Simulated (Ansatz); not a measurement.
## SnO under strain: ¹⁷O NMR of the central transition

Cell: a COD entry, relaxed with PBE at fixed cell and then changed (z stretched by 1 %, ions relaxed).

```yaml
crystal:
  lattice:
    - [2.50000, -2.86000, 0.00000]
    - [2.50000, 2.86000, 0.00000]
    - [0.00000, 0.00000, 11.23120]
  atoms:
    - { symbol: Sn, position: [0.00001, 0.99999, 0.98483] }
    - { symbol: Sn, position: [0.99999, 0.00001, 0.48483] }
    - { symbol: Sn, position: [0.49987, 0.50013, 0.27216] }
    - { symbol: Sn, position: [0.50013, 0.49987, 0.77216] }
    - { symbol: O, position: [0.99999, 0.49998, 0.37850] }
    - { symbol: O, position: [0.00001, 0.50002, 0.87850] }
    - { symbol: O, position: [0.50002, 0.00001, 0.37850] }
    - { symbol: O, position: [0.49998, 0.99999, 0.87850] }
```

Atom numbers follow the list; atoms alike are taken as one site, whose name carries the number of the first.

Computed with Ansatz: DFT, PBE, plane waves and PAW, scalar-relativistic, 420 eV cutoff, Γ-centred 8×8×3 k-points, Fermi–Dirac smearing 0.02 eV.

¹⁷O has I = 5/2 and Q = -25.58 mb (Pyykkö 2018); at 7.05 T its Larmor frequency is ν₀ = 40.7 MHz. Only the quadrupole interaction is simulated: positions count from each site's isotropic chemical shift, and J coupling is left out, as are shift anisotropy and dipolar coupling, which fast spinning averages.

Simulated pattern of one O site (fast magic-angle spinning, Gaussian broadening 0.1 kHz):

(offset (kHz), height): (-3.876, 0), (-3.750, 1), (-3.624, 8), (-3.498, 9), (-3.371, 9), (-3.245, 9), (-3.119, 10), (-2.993, 10), (-2.866, 13), (-2.740, 30), (-2.614, 36), (-2.488, 39), (-2.361, 44), (-2.235, 53), (-2.109, 86), (-1.983, 100), (-1.856, 76), (-1.730, 70), (-1.604, 67), (-1.478, 68), (-1.351, 70), (-1.225, 76), (-1.099, 95), (-0.973, 99), (-0.846, 75), (-0.720, 64), (-0.594, 58), (-0.468, 53), (-0.341, 49), (-0.215, 35), (-0.089, 3), (0.037, 0)

Question: Which |C_Q| and η does the pattern imply?

Answer: The pattern spans 3.52 kHz before broadening and its centre of gravity is at -1.52 kHz, which fixes P_Q; the places of the horns and steps fix η. That gives P_Q = 3.21 MHz, |C_Q| = 3.12 MHz and η = 0.41. The sign of C_Q can't be read from the pattern.

Without spin–orbit coupling (the program notes it for Sn) the gradients can shift somewhat, as the gap is small. The database positions were far from equilibrium, so the relaxed structure may not be the compound's real one.
